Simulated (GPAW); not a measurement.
# HfO2: single point with LDA

Crystal: HfO2.

```
Hf O
1.0
     3.55802    0.00000    0.00000
     0.00000    3.55802    0.00000
     0.00000    0.00000    5.17186
Hf O
2 4
Direct
  0.00000 0.00000 0.00000
  0.50000 0.50000 0.50000
  0.00000 0.50000 0.19721
  0.50000 0.00000 0.30279
  0.50000 0.00000 0.80279
  0.00000 0.50000 0.69721
```

Measurements of this composition are mostly on another form, of space group No. 14.

```json
{"Program": "GPAW 26.7.0", "Task": "single point", "Functional": "LDA", "Potentials or basis": "the program's PAW data sets (release 1.2.1) made for this functional", "Cutoff": "800 eV", "Basis": "pw", "k mesh": "7 × 7 × 5", "Occupations": "fermi-dirac, width 0.05 eV", "Spin": "no spin polarisation"}
```

```json
{"Pressure": "-5.5 GPa", "Largest force": "0.054 eV/Å", "Band gap on the k mesh": "4.56 eV, indirect (least direct gap 4.63 eV)"}
```

Forces in eV/Å, atoms in the order of the input:
```
Hf   0.000  0.000  0.000
Hf   0.000  0.000  0.000
O    0.000  0.000  0.054
O    0.000  0.000 -0.054
O    0.000  0.000 -0.054
O    0.000  0.000  0.054
```

Stress tensor (GPa, compression positive):
```
-5.31  0.00  0.00
 0.00 -5.31  0.00
 0.00  0.00 -5.93
```

Levels at points of the mesh, in eV from the valence-band top:
```
           k point  band 20  band 21  band 22  band 23  band 24  band 25  band 26  band 27  band 28  band 29
(0.00, 0.00, 0.00)    -1.31    -0.71    -0.11    -0.07    -0.07     4.56     4.58     5.86     6.05     6.44
```

It took 2.8 min on 1 thread of Intel(R) Xeon(R) Processor @ 2.50GHz (Skylake/Cascade Lake), with other jobs on the host, peak memory 0.26 GiB.

Caveat: spin-orbit coupling is left out, which moves the levels of the heavy elements; an odd mesh through Γ misses points on the zone boundary, where band edges often lie.
